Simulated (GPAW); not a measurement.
**GaN: single point with PBE**

**Experimental background.**

From a printed reference work, textbook, for a bulk crystal of GaN at 0 K: band gap 3.299 eV (direct).

GaN:

```
Ga N
1.0
     0.00000    2.25350    2.25350
     2.25350    0.00000    2.25350
     2.25350    2.25350    0.00000
Ga N
1 1
Direct
  0.00000 0.00000 0.00000
  0.25000 0.25000 0.25000
```

The cell is a database's computed one.

```
Program             : GPAW 26.7.0
Task                : single point
Functional          : PBE
Potentials or basis : GPAW PAW data sets (gpaw-data 1.2.1)
Cutoff              : 600 eV
Basis               : pw
k mesh              : 8 × 8 × 8
Occupations         : fermi-dirac, width 0.05 eV
Spin                : no spin polarisation
Maxiter             : 120
Convergence         : default
```

- Pressure: 7.0 GPa
- Band gap on the k mesh: 1.80 eV, direct

Levels at points of the mesh, in eV from the valence-band top:
```
           k point  band 1  band 2  band 3  band 4  band 5  band 6  band 7
(0.00, 0.00, 0.00)  -15.89    0.00    0.00    0.00    1.80   10.39   10.39
(0.50, 0.50, 0.00)  -12.88   -6.18   -2.66   -2.66    3.38    6.75   11.79
(0.50, 0.50, 0.50)  -13.62   -6.99   -0.96   -0.96    4.72    8.82   10.41
```

Wall time 7 s on 1 thread of Intel(R) Xeon(R) Platinum 8259CL CPU @ 2.50GHz (Skylake/Cascade Lake) (shared host), peak memory 0.13 GiB.

Against the measured gap of GaN, 3.299 eV (direct; 0 K; a printed reference work, textbook), the calculated 1.80 eV is off by -1.50 eV. Spin-orbit coupling on Ga is left out. The value is that of PBE, without temperature or zero-point motion. Semilocal functionals fall short of measured gaps as a rule. The cell is a database's relaxed one, not the measured one, which moves gaps too.

Caveat: the cutoff is short for stress and forces, so pressures can be off by a GPa or more.
